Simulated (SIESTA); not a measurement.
# MoSe2 under changes of volume

One of the cells (20.129 Å³/atom); the others are scaled copies at fixed shape and fractional positions:

```
Mo Se
1.0
     3.28800    0.00000    0.00000
    -1.64400    2.84749    0.00000
     0.00000    0.00000   12.90000
Mo Se
2 4
Direct
  0.66667 0.33333 0.75000
  0.33333 0.66667 0.25000
  0.66667 0.33333 0.37500
  0.33333 0.66667 0.87500
  0.66667 0.33333 0.12500
  0.33333 0.66667 0.62500
```

```yaml
Program: SIESTA 5.4.2
Functional: BP86
Potentials_or_basis: PseudoDojo 0.4 standard (PBE files)
Basis: DZP (energy shift 0.002 Ry)
Grid_cutoff: 800 Ry
Energy_shift: 0.002 Ry
k_mesh: 9 × 9 × 2
Occupations: fermi-dirac, width 0.05 eV
Spin: no spin polarisation
```

```tsv
volume (Å³/atom)	energy over the lowest point (meV/atom)	pressure (GPa)	gap on the mesh (eV)	largest force (eV/Å)
18.922	?	?	?	?
19.324	191.38	24.3	0.80	3.038
19.727	135.43	20.3	0.80	2.579
20.129	89.12	16.6	0.79	2.157
20.532	51.69	13.3	0.79	1.772
20.935	22.21	10.2	0.79	1.416
21.337	0.00	7.4	0.78	1.083
```

Task: What does the run at 18.922 Å³/atom give?

Result: Energy over the lowest point 257.88 meV/atom; pressure 28.7 GPa; gap on the mesh 0.80 eV; largest force 3.520 eV/Å.

Worked out: A Birch-Murnaghan fit of order 3 (a polynomial in V^(-2/3)) to the other rows has no minimum within the range. It gives 257.96 meV/atom at 18.922 Å³/atom, against the run's 257.88, and -dE/dV = 28.8 GPa, against 28.7. A straight line through the other rows of the gap, of slope -0.187 eV per unit of ln V, extrapolates to 0.80 eV, against the run's 0.80.

Energies are extrapolated to zero smearing.

Caveats: semicore shells carry a single zeta, which can move pressures by several GPa and volumes by a few percent; the potentials were made for another functional, which shifts forces and pressure; an odd mesh through Γ misses points on the zone boundary, where band edges often lie; the cell's inner coordinates are idealised or old, which leaves forces on the atoms; the basis of atomic orbitals isn't converged, which shifts pressures, moduli and gaps. Spin-orbit coupling on Mo, Se is left out.
